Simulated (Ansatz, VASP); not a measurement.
**One calculation of SiO2, two programs**

```xyz
6
Lattice="3.8972 0.0000 0.0000 0.0000 3.8972 0.0000 0.0000 0.0000 2.7981" Properties=species:S:1:pos:R:3 pbc="T T T"
Si    1.9486    1.9486    1.3990
Si    0.0000    0.0000    0.0000
O     2.7008    2.7008    0.0000
O     0.7522    3.1450    1.3990
O     1.1964    1.1964    0.0000
O     3.1450    0.7522    1.3990
```

Change from the starting cell: strain -0.080 along x and y, +0.040 along z, atoms carried along.

Alike in both runs: task single point; functional PBE; k mesh 6 × 6 × 8; occupations gaussian, width 0.05 eV; no spin polarisation.

|  | VASP | Ansatz |
| --- | --- | --- |
| version | VASP 6.6.1 | Ansatz 0.2.0 |
| potentials or method | VASP PAW PBE potentials, release 64 (Si, O) | scalar-relativistic, plane waves, PAW |
| plane-wave cutoff (eV) | 520 | 420 |
| valence electrons in the cell | 32 | 32 |

Ansatz gave:

* gap on the k mesh at the Fermi level (eV): 5.53
* least direct gap on the mesh (eV): 5.53
* pressure (GPa): 45.5
* largest component of the traceless stress (GPa): 34.96
* rms of the force components (eV/Å): 0.537

Problem. Which values does VASP return?

Solution. gap on the k mesh at the Fermi level (eV): 5.51; least direct gap on the mesh (eV): 5.51; pressure (GPa): 45.9; largest component of the traceless stress (GPa): 34.90; rms of the force components (eV/Å): 0.529.

Atom by atom the forces differ by 0.008 eV/Å (rms over components).

Caveats: so large a pressure means that the cell lies far from this level's equilibrium, or that cutoff or potentials fall short (VASP); forces of over 1 eV/Å show positions far from the minimum, so gaps and moduli don't describe the material at rest. A k mesh can miss the band edges.
